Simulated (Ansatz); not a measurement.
A run of Ansatz 0.2.0 is set up as follows.

The input input.yaml:

```yaml
crystal:
  lattice:
    - [4.625, 0.0, 0.0]
    - [0.0, 4.625, 0.0]
    - [0.0, 0.0, 3.052]
  atoms:
    - { symbol: Mg, position: [0.5, 0.5, 0.5] }
    - { symbol: Mg, position: [0.0, 0.0, 0.0] }
    - { symbol: F, position: [0.803, 0.197, 0.5] }
    - { symbol: F, position: [0.697, 0.697, 0.0] }
    - { symbol: F, position: [0.197, 0.803, 0.5] }
    - { symbol: F, position: [0.303, 0.303, 0.0] }
hamiltonian:
  xc: blyp
  pseudopotentials: { kind: paw }
kpoints:
  mp_grid: { grid: [6, 6, 9] }
  band_path:
    path:
      - [[0.0, 0.0, 0.0], [0.0, 0.5, 0.0], [0.5, 0.5, 0.0], [0.0, 0.0, 0.0], [0.0, 0.0, 0.5], [0.0, 0.5, 0.5], [0.5, 0.5, 0.5], [0.0, 0.0, 0.5]]
      - [[0.0, 0.5, 0.0], [0.0, 0.5, 0.5]]
      - [[0.5, 0.5, 0.0], [0.5, 0.5, 0.5]]
    npoints: 14
scf:
  occupations: { method: fermi_dirac, width: 0.05 }
  n_extra_bands: 15
output:
  forces: true
  stress: true
  eigenvalues: true
  fatbands: false
```

Potentials or basis: Ansatz PAW.

Run with:

```sh
$ ansatz run input.yaml --threads 2 --pin off --max-ram 5632MiB --backend cpu --events-out ev --progress --plain --runs-dir out
```

(1) What does it give for the band gap along the path?

(2) Estimate the band gap on the k mesh.

Answers

(1) 7.25 eV, direct.

(2) 7.25 eV, direct.
